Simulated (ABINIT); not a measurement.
# TiNi (P4/mmm) in ABINIT: single point with PBEsol

Aim: the single point of TiNi with PBEsol.

Everything below comes from runs of ABINIT 10.8.3 (patched build). Logs are shortened: lines on timing, memory, paths and dates and some standing lists are left out, and cuts for length are marked. The log counts tension as positive stress, the text compression.

### Step 1. Starting point

The structure is tetragonal, space group P4/mmm (No. 123). Conventional cell: a = 2.736 Å, b = 2.736 Å, c = 3.581 Å, α = 90.00°, β = 90.00°, γ = 90.00°. Around Ni (site symmetry 4/mmm) lie 8 Ti at 2.64 Å and 4 Ni at 2.74 Å. Ti (site symmetry 4/mmm) has 8 Ni at 2.64 Å and 4 Ti at 2.74 Å as nearest neighbours.

The cell comes from a database or a generator and needn't be the stable form of this composition.

### Step 2. Single point, PBEsol, collinear spin, ferromagnetic start

The input, run.abi:

```
# Pseudopotentials
pp_dirpath "./"
pseudos "Ni.upf, Ti.upf"

# Structure
acell 2.735803 2.735803 3.58141 Angstrom
rprim
     1.0000000000     0.0000000000     0.0000000000
     0.0000000000     1.0000000000     0.0000000000
     0.0000000000     0.0000000000     1.0000000000
ntypat 2
znucl 28 22
natom 2
typat 1 2
xred
     0.0000000000     0.0000000000     0.0000000000
     0.5000000000     0.5000000000     0.5000000000

# Plane-wave basis
ecut 45.0

# k points
kptopt 1
ngkpt 8 8 6
nshiftk 1
shiftk 0.0 0.0 0.0

# Exchange and correlation
ixc -116133

# Bands and occupations
nband 20
occopt 3
tsmear 0.05 eV

# Spin
nsppol 2
spinat
     0.0000000000     0.0000000000     1.0000000000
     0.0000000000     0.0000000000     1.0000000000

# SCF cycle
nstep 100
tolvrs 1.0e-10

# Output
iomode 3
prtwf 0
prtden 0
prteig 0
prtebands 0
enunit 1
```

Potentials or basis: PseudoDojo NC SR PBEsol v0.4.1 standard.

The run is started by

```
> mpirun --bind-to none -np 4 abinit run.abi > log 2>&1
```

run.abo:

```text
.Version 10.8.3 of ABINIT
 Symmetries : space group P4/m m m (#123); Bravais tP (primitive tetrag.)
================================================================================
 Values of the parameters that define the memory need of the present run
     intxc =       0    ionmov =       0      iscf =       7    lmnmax =       6
     lnmax =       6     mgfft =      45  mpssoang =       3    mqgrid =    3001
     natom =       2  nloc_mem =       1    nspden =       2   nspinor =       1
    nsppol =       2      nsym =      16    n1xccc =    2501    ntypat =       2
    occopt =       3   xclevel =       2
       mpw =        2628          nfft =       46080          nkpt =          60
================================================================================
================================================================================

--------------------------------------------------------------------------------
------------- Echo of variables that govern the present computation ------------
--------------------------------------------------------------------------------
 -outvars: echo values of preprocessed input variables --------
            acell      5.1699184044E+00  5.1699184044E+00  6.7678840446E+00 Bohr
              amu      5.86900000E+01  4.78800000E+01
             ecut      4.50000000E+01 Hartree
           enunit           1
                       outvar_i_n : Printing only first  50 k-points.
              ixc     -116133
                       outvar_i_n : Printing only first  50 k-points.
         kptrlatt        8    0    0      0    8    0      0    0    6
          kptrlen      4.06073043E+01
            natom           2
            nband          20
            ngfft          32      32      45
             nkpt          60
           nspden           2
           nsppol           2
            nstep         100
             nsym          16
           ntypat           2
                       prtocc : prtvol=0, do not print more k-points.
                       1.000000  1.000000  1.000000  1.000000  1.000000  1.000000
                       1.000000  1.000000  1.000000  1.000000  1.000000  1.000000
                       1.000000  1.000000  1.000000  0.000000  0.000000  0.000000
                       0.000000  0.000000
                       1.000000  1.000000  1.000000  1.000000  1.000000  1.000000
                       1.000000  1.000000  1.000000  1.000000  1.000000  1.000000
                       1.000000  1.000000  1.000000  0.000000  0.000000  0.000000
                       0.000000  0.000000
                       1.000000  1.000000  1.000000  1.000000  1.000000  1.000000
                       1.000000  1.000000  1.000000  1.000000  1.000000  1.000000
                       1.000000  1.000000  1.000000  0.000000  0.000000  0.000000
                       0.000000  0.000000
                       1.000000  1.000000  1.000000  1.000000  1.000000  1.000000
                       1.000000  1.000000  1.000000  1.000000  1.000000  1.000000
                       1.000000  1.000000  1.000000  0.000000  0.000000  0.000000
                       0.000000  0.000000
                       1.000000  1.000000  1.000000  1.000000  1.000000  1.000000
[... 168 lines left out ...]
                       1.000000  1.000000  1.000000  1.000000  1.000000  1.000000
                       1.000000  1.000000  1.000000  0.000000  0.000000  0.000000
                       0.000000  0.000000
                       1.000000  1.000000  1.000000  1.000000  1.000000  1.000000
                       1.000000  1.000000  1.000000  1.000000  1.000000  1.000000
                       1.000000  1.000000  1.000000  0.000000  0.000000  0.000000
                       0.000000  0.000000
                       1.000000  1.000000  1.000000  1.000000  1.000000  1.000000
                       1.000000  1.000000  1.000000  1.000000  1.000000  1.000000
                       1.000000  1.000000  1.000000  0.000000  0.000000  0.000000
                       0.000000  0.000000
                       1.000000  1.000000  1.000000  1.000000  1.000000  1.000000
                       1.000000  1.000000  1.000000  1.000000  1.000000  1.000000
                       1.000000  1.000000  1.000000  0.000000  0.000000  0.000000
                       0.000000  0.000000
                       prtocc : prtvol=0, do not print more k-points.
           occopt           3
           prtden           0
        prtebands           0
           prteig           0
            prtwf           0
          spgroup         123
           spinat      0.0000000000E+00  0.0000000000E+00  1.0000000000E+00
                       0.0000000000E+00  0.0000000000E+00  1.0000000000E+00
           tolvrs      1.00000000E-10
           tsmear      1.83746611E-03 Hartree
            typat      1  2
                       outvars : Printing only first  50 k-points.
           xangst      0.0000000000E+00  0.0000000000E+00  0.0000000000E+00
[... 75 lines left out ...]
 ETOT 23  -226.97691846591    -4.519E-12 9.291E-06 4.200E-09 2.879E-06 3.310E-06
 ETOT 24  -226.97691846591    -9.379E-13 1.325E-05 1.237E-11 2.068E-06 1.242E-06

 At SCF step   24       vres2   =  1.24E-11 < tolvrs=  1.00E-10 =>converged.

 Cartesian components of stress tensor (hartree/bohr^3)
  sigma(1 1)=  1.83318210E-04  sigma(3 2)=  0.00000000E+00
  sigma(2 2)=  1.83318210E-04  sigma(3 1)=  0.00000000E+00
  sigma(3 3)=  3.21430596E-04  sigma(2 1)=  0.00000000E+00

--- !ResultsGS
iteration_state: {dtset: 1, }
comment   : Summary of ground state results
lattice_vectors:
- [  5.1699184,   0.0000000,   0.0000000, ]
- [  0.0000000,   5.1699184,   0.0000000, ]
- [  0.0000000,   0.0000000,   6.7678840, ]
lattice_lengths: [   5.16992,    5.16992,    6.76788, ]
lattice_angles: [ 90.000,  90.000,  90.000, ] # degrees, (23, 13, 12)
lattice_volume:   1.8089239E+02
convergence: {deltae: -9.379E-13, res2:  1.237E-11, residm:  1.325E-05, diffor: null, }
etotal    :  -2.26976918E+02
entropy   :   0.00000000E+00
fermie    :   4.06920390E-01
cartesian_stress_tensor: # hartree/bohr^3
- [  1.83318210E-04,   0.00000000E+00,   0.00000000E+00, ]
- [  0.00000000E+00,   1.83318210E-04,   0.00000000E+00, ]
- [  0.00000000E+00,   0.00000000E+00,   3.21430596E-04, ]
pressure_GPa:  -6.7479E+00
xred      :
- [  0.0000E+00,   0.0000E+00,   0.0000E+00, Ni]
- [  5.0000E-01,   5.0000E-01,   5.0000E-01, Ti]
cartesian_forces: # hartree/bohr
- [ -0.00000000E+00,  -0.00000000E+00,  -0.00000000E+00, ]
- [ -0.00000000E+00,  -0.00000000E+00,  -0.00000000E+00, ]
force_length_stats: {min:   0.00000000E+00, max:   0.00000000E+00, mean:   0.00000000E+00, }
...

 Integrated electronic and magnetization densities in atomic spheres:
 ------------------------------------------------------------------------------------------------------------
 Radius=ratsph(iatom), smearing ratsm=  0.0000. Diff(up-dn)=approximate z local magnetic moment.
    Atom    Radius    up_density   dn_density  Total(up+dn)  Diff(up-dn)
    1 Ni   2.00000     8.183078     8.183077     16.366155     0.000000
    2 Ti   2.00000     4.765856     4.765857      9.531713    -0.000001
 ------------------------------------------------------------------------------------------------------------
  Sum:                12.948933    12.948934     25.897868    -0.000001
 Total magnetization (from the atomic spheres):               -0.000001
 Total magnetization (exact up - dn):                         -0.000002

================================================================================

 ----iterations are completed or convergence reached----

 Mean square residual over all n,k,spin=   10.322E-09; max=  13.251E-06
 reduced coordinates (array xred) for    2 atoms
       0.000000000000      0.000000000000      0.000000000000
       0.500000000000      0.500000000000      0.500000000000
 rms dE/dt=  0.0000E+00; max dE/dt=  0.0000E+00; dE/dt below (all hartree)
    1       0.000000000000      0.000000000000      0.000000000000
    2       0.000000000000      0.000000000000      0.000000000000

 cartesian coordinates (angstrom) at end:
    1      0.00000000000000     0.00000000000000     0.00000000000000
    2      1.36790150000000     1.36790150000000     1.79070500000000

 cartesian forces (hartree/bohr) at end:
    1     -0.00000000000000    -0.00000000000000    -0.00000000000000
    2     -0.00000000000000    -0.00000000000000    -0.00000000000000
 frms,max,avg= 0.0000000E+00 0.0000000E+00   0.000E+00  0.000E+00  0.000E+00 h/b

 cartesian forces (eV/Angstrom) at end:
    1     -0.00000000000000    -0.00000000000000    -0.00000000000000
    2     -0.00000000000000    -0.00000000000000    -0.00000000000000
 frms,max,avg= 0.0000000E+00 0.0000000E+00   0.000E+00  0.000E+00  0.000E+00 e/A
 length scales=  5.169918404437  5.169918404437  6.767884044587 bohr
              =  2.735803000000  2.735803000000  3.581410000000 angstroms
 Fermi (or HOMO) energy (eV) =  11.07287   Average Vxc (eV)= -12.98069
 Eigenvalues (   eV  ) for nkpt=  60  k points, SPIN UP:
 kpt#   1, nband= 20, wtk=  0.00260, kpt=  0.0000  0.0000  0.0000 (reduced coord)
 -92.06770  -52.63847  -52.53354  -52.53354  -45.54971  -21.92305  -21.56780  -21.56780
   3.40888    7.14812    7.66177    9.21965    9.21965    9.89100   10.77317   11.70969
  13.99918   13.99918   14.45149   14.85577
 prteigrs : prtvol=0 or 1, do not print more k-points.

 Eigenvalues (   eV  ) for nkpt=  60  k points, SPIN DOWN:
 kpt#   1, nband= 20, wtk=  0.00260, kpt=  0.0000  0.0000  0.0000 (reduced coord)
 -92.06770  -52.63847  -52.53353  -52.53353  -45.54972  -21.92305  -21.56781  -21.56781
   3.40888    7.14812    7.66177    9.21965    9.21965    9.89101   10.77317   11.70969
  13.99918   13.99918   14.45149   14.85577
 prteigrs : prtvol=0 or 1, do not print more k-points.

--- !EnergyTerms
iteration_state     : {dtset: 1, }
comment             : Components of total free energy in Hartree
kinetic             :  1.02158986960783E+02
hartree             :  6.47508913654049E+01
xc                  : -2.98628341395752E+01
Ewald energy        : -1.47774973038587E+02
psp_core            :  5.69526412359587E+00
local_psp           : -1.95961588359979E+02
non_local_psp       : -2.59818875977132E+01
internal            : -2.26976140686071E+02
'-kT*entropy'       : -7.77779840187737E-04
total_energy        : -2.26976918465911E+02
total_energy_eV     : -6.17635659729844E+03
band_energy         : -2.20417852581014E+01
...

 Cartesian components of stress tensor (hartree/bohr^3)
  sigma(1 1)=  1.83318210E-04  sigma(3 2)=  0.00000000E+00
  sigma(2 2)=  1.83318210E-04  sigma(3 1)=  0.00000000E+00
  sigma(3 3)=  3.21430596E-04  sigma(2 1)=  0.00000000E+00

-Cartesian components of stress tensor (GPa)         [Pressure= -6.7479E+00 GPa]
- sigma(1 1)=  5.39340794E+00  sigma(3 2)=  0.00000000E+00
- sigma(2 2)=  5.39340794E+00  sigma(3 1)=  0.00000000E+00
- sigma(3 3)=  9.45681463E+00  sigma(2 1)=  0.00000000E+00

== END DATASET(S) ==============================================================
================================================================================

 -outvars: echo values of variables after computation  --------
            acell      5.1699184044E+00  5.1699184044E+00  6.7678840446E+00 Bohr
           etotal     -2.2697691847E+02
            fcart     -0.0000000000E+00 -0.0000000000E+00 -0.0000000000E+00
                      -0.0000000000E+00 -0.0000000000E+00 -0.0000000000E+00
           strten      1.8331820992E-04  1.8331820992E-04  3.2143059609E-04
                       0.0000000000E+00  0.0000000000E+00  0.0000000000E+00
           xangst      0.0000000000E+00  0.0000000000E+00  0.0000000000E+00
                       1.3679015000E+00  1.3679015000E+00  1.7907050000E+00
             xred      0.0000000000E+00  0.0000000000E+00  0.0000000000E+00
                       5.0000000000E-01  5.0000000000E-01  5.0000000000E-01
 Calculation completed.
```

Run time: 59 s. Hardware: 4 MPI ranks of Intel Xeon 6975P-C (Granite Rapids), shared host; peak memory 0.4 GiB.

Results:

* Free energy: -6176.3566 eV
* Pressure: -6.7 GPa
* Band gap on the k mesh: none (metal or under the smearing width)
* Net moment: 0.00 μB per cell
* Valence electrons inside the program's atomic spheres: Ni 16.37; Ti 9.53

Stress tensor (GPa, compression positive):
```
-5.39  0.00  0.00
 0.00 -5.39  0.00
 0.00  0.00 -9.46
```

Levels at points of the mesh, in eV from the Fermi level:
Spin up:
```
           k point  band 11  band 12  band 13  band 14  band 15  band 16  band 17  band 18  band 19  band 20
(0.00, 0.00, 0.00)    -3.41    -1.85    -1.85    -1.18    -0.30     0.64     2.93     2.93     3.38     3.78
(0.50, 0.00, 0.00)    -2.52    -2.44    -1.67    -1.48    -0.78    -0.41     0.39     1.55     2.64     5.22
(0.50, 0.50, 0.00)    -3.29    -3.29    -0.73     0.08     2.13     2.13     2.14     2.14     2.39     4.34
(0.00, 0.00, 0.50)    -2.82    -1.65    -1.62    -1.62    -1.12    -1.07     1.76     1.92     1.92     3.28
(0.50, 0.00, 0.50)    -1.98    -1.93    -1.89    -0.27    -0.04     0.17     0.56     2.30     2.95     3.09
(0.50, 0.50, 0.50)    -2.54    -2.54    -1.49    -1.49    -1.46    -0.73     2.72     4.34     7.01     8.35
```
Spin down:
```tsv
k point	band 13	band 14	band 15	band 16	band 17	band 18
(0.00, 0.00, 0.00)	-1.85	-1.18	-0.30	0.64	2.93	2.93
(0.50, 0.00, 0.00)	-1.67	-1.48	-0.78	-0.41	0.39	1.55
(0.50, 0.50, 0.00)	-0.73	0.08	2.13	2.13	2.14	2.14
(0.00, 0.00, 0.50)	-1.62	-1.62	-1.12	-1.07	1.76	1.92
(0.50, 0.00, 0.50)	-1.89	-0.27	-0.04	0.17	0.56	2.30
(0.50, 0.50, 0.50)	-1.49	-1.49	-1.46	-0.73	2.72	4.34
```

Caveat: small starting moments can end in a higher magnetic state in this program.
